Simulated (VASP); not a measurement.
The system is BaTiO3.

```
Ba Ti O
1.0
     3.99980    0.00000    0.00000
     0.00000    3.99980    0.00000
     0.00000    0.00000    4.01800
Ba Ti O
1 1 3
Direct
  0.00000 0.00000 0.00000
  0.50000 0.50000 0.49000
  0.00000 0.50000 0.51700
  0.50000 0.00000 0.51700
  0.50000 0.50000 0.01900
```

| Property | Result |
| --- | --- |
| Program | VASP 6.6.1 |
| Task | relaxation of cell and atoms |
| Functional | PBE |
| Potentials or basis | VASP PAW PBE potentials, release 64 (Ba_sv, Ti_sv, O) |
| Cutoff | 600 eV |
| k mesh | 7 × 7 × 7 |
| Occupations | fermi-dirac, width 0.05 eV |
| Spin | no spin polarisation |

At the start: pressure 4.1 GPa; volume 12.86 Å³/atom.

**Question.** Where does the relaxation end?

**Answer.** Over 20 steps the energy falls by 11.3 meV/atom and the volume is 13.49 Å³/atom (+4.9 %); space group P4mm (No. 99, to 0.05 Å).

The path:
| step | energy change (eV) | largest force (eV/Å) | pressure (GPa) | volume (Å³) |
| --- | --- | --- | --- | --- |
| 1 | 0.0000 | 0.2773 | 4.06 | 64.28 |
| 2 | -0.0132 | 0.4557 | -3.17 | 67.36 |
| 3 | -0.0242 | 0.3760 | -0.43 | 66.09 |
| 4 | -0.0337 | 0.2277 | -0.16 | 66.19 |
| 5 | -0.0399 | 0.1478 | 0.50 | 66.37 |
| 6 | -0.0452 | 0.1461 | 0.15 | 66.73 |
| 7 | -0.0481 | 0.1989 | -0.49 | 67.68 |
| 8 | -0.0487 | 0.1742 | -0.37 | 67.41 |
| 9 | -0.0528 | 0.1365 | -0.09 | 67.19 |
| 10 | -0.0531 | 0.1216 | 0.01 | 67.11 |
| 11 | -0.0549 | 0.0854 | 0.37 | 67.02 |
| 12 | -0.0552 | 0.0658 | 0.56 | 66.97 |
| 13 | -0.0558 | 0.0738 | -0.30 | 67.38 |
| 14 | -0.0560 | 0.0513 | -0.05 | 67.26 |
| 15 | -0.0562 | 0.0329 | -0.02 | 67.27 |
| 16 | -0.0563 | 0.0355 | 0.01 | 67.29 |
| 17 | -0.0564 | 0.0143 | 0.07 | 67.31 |
| 18 | -0.0564 | 0.0340 | 0.15 | 67.34 |
| 19 | -0.0565 | 0.0272 | 0.13 | 67.37 |
| 20 | -0.0565 | 0.0093 | -0.04 | 67.46 |

Final structure:
```
CELL_PARAMETERS angstrom
3.99626 0.00000 0.00000
0.00000 3.99626 0.00000
0.00000 0.00000 4.22436
ATOMIC_POSITIONS crystal
Ba 0.00000 0.00000 0.99077
Ti 0.50000 0.50000 0.47157
O 0.00000 0.50000 0.51940
O 0.50000 0.00000 0.51940
O 0.50000 0.50000 0.04187
```
